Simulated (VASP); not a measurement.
Li2O:

```
CELL_PARAMETERS angstrom
0.00000 2.31350 2.31350
2.31350 0.00000 2.31350
2.31350 2.31350 0.00000
ATOMIC_POSITIONS crystal
Li 0.25000 0.25000 0.25000
Li 0.75000 0.75000 0.75000
O 0.00000 0.00000 0.00000
```

| Property | Result |
| --- | --- |
| Program | VASP 6.6.1 |
| Task | relaxation of cell and atoms |
| Functional | LDA |
| Potentials or basis | VASP PAW LDA potentials, release 64 (Li_sv, O) |
| Cutoff | 600 eV |
| k mesh | 8 × 8 × 8 |
| Occupations | gaussian, width 0.02 eV |
| Spin | no spin polarisation |

At the start: pressure -7.3 GPa; volume 8.26 Å³/atom.

Problem. How do energy, volume and symmetry change on relaxing?

Solution. Over 4 steps the energy falls by 18.1 meV/atom and the volume is 7.52 Å³/atom (-8.9 %); space group Fm-3m (No. 225, to 0.05 Å).

Step by step:
```
step  energy change (eV)  largest force (eV/Å)  pressure (GPa)  volume (Å³)
   1              0.0000                0.0000           -7.28        24.77
   2             -0.0446                0.0000           -3.36        23.44
   3             -0.0542                0.0000           -0.28        22.62
   4             -0.0543                0.0000            0.02        22.55
```

Final structure:
```yaml
crystal:
  lattice:
    - [0.00000, 2.24243, 2.24243]
    - [2.24243, 0.00000, 2.24243]
    - [2.24243, 2.24243, 0.00000]
  atoms:
    - { symbol: Li, position: [0.25000, 0.25000, 0.25000] }
    - { symbol: Li, position: [0.75000, 0.75000, 0.75000] }
    - { symbol: O, position: [0.00000, 0.00000, 0.00000] }
```

Caveat: the cutoff is under 1.25 times the usual one of these potentials, so pressure, stress and relaxed cells hold a basis-set (Pulay) error.
